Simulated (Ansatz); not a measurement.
Born–Oppenheimer molecular dynamics of a periodic cell of 24 atoms, Li$_{2}$O (host Li2O, host structure Fm-3m). It starts from a structure without forces on its atoms.

Theory: DFT PBE, scalar-relativistic, plane waves, PAW in Ansatz. Settings: cutoff 200 eV, k mesh 2x2x2, fermi-dirac smearing 0.05 eV, no spin polarisation.

```
ensemble        : NVT, Langevin thermostat
time step       : 1 fs
steps asked     : 200
set temperature : 900 K
friction        : 0.005 /fs
seed            : 439609
```

First frame:

```xyz
24
Lattice="0.0000 4.6601 4.6601 4.6601 0.0000 4.6601 4.6601 4.6601 0.0000" Properties=species:S:1:pos:R:3
Li 1.165 1.165 1.165
Li 3.495 3.495 3.495
O 2.330 2.330 2.330
Li 3.495 3.495 1.165
Li 5.825 5.825 3.495
O 4.660 4.660 2.330
Li 3.495 1.165 3.495
Li 5.825 3.495 5.825
O 4.660 2.330 4.660
Li 5.825 3.495 3.495
Li 8.155 5.825 5.825
O 6.990 4.660 4.660
Li 1.165 3.495 3.495
Li 3.495 5.825 5.825
O 2.330 4.660 4.660
Li 3.495 5.825 3.495
Li 5.825 8.155 5.825
O 4.660 6.990 4.660
Li 3.495 3.495 5.825
Li 5.825 5.825 8.155
O 4.660 4.660 6.990
Li 5.825 5.825 5.825
Li 8.155 8.155 8.155
O 6.990 6.990 6.990
```

**Question.** What does the run give?

**Answer.** The run went to its last step.

```
steps done                                               : 200
time covered                                             : 200 fs
mean temperature over the second half                    : 779 K
spread of the potential energy over the second half      : 9.2 meV per atom
mean potential energy of the second half above the start : 97.4 meV per atom
```

The mean temperature of the second half is 13 % below the set value. A run of 0.2 ps of so small a system gives no equilibrium averages. The plane-wave cutoff is below what these datasets need, so energies and pressures aren't converged. Limits of this set-up: coarse k mesh.

**Question.** What happens to the structure?

**Answer.** Mean squared displacements from the first frame to the last, about the centre of mass: Li 0.06 Å², O 0.03 Å². Another seed would give other details.

**Question.** How do temperature and energy run in time?

**Answer.** 
```csv
time (fs),T (K),potential energy less start (eV)
0.0,862,0.000
10.0,506,1.540
20.0,362,2.221
30.0,552,1.837
40.0,608,2.000
50.0,611,2.210
60.0,542,2.366
70.0,671,2.327
80.0,625,2.485
90.0,644,2.444
100.0,746,2.298
110.0,872,2.244
120.0,874,2.263
130.0,647,2.830
140.0,729,2.337
150.0,720,2.571
160.0,809,2.260
170.0,726,2.446
180.0,815,2.018
190.0,822,2.050
200.0,838,2.481
```

Run time: 5.8 min on 1 thread of Arm Neoverse V1, on a shared host, peak memory 0.36 GiB.
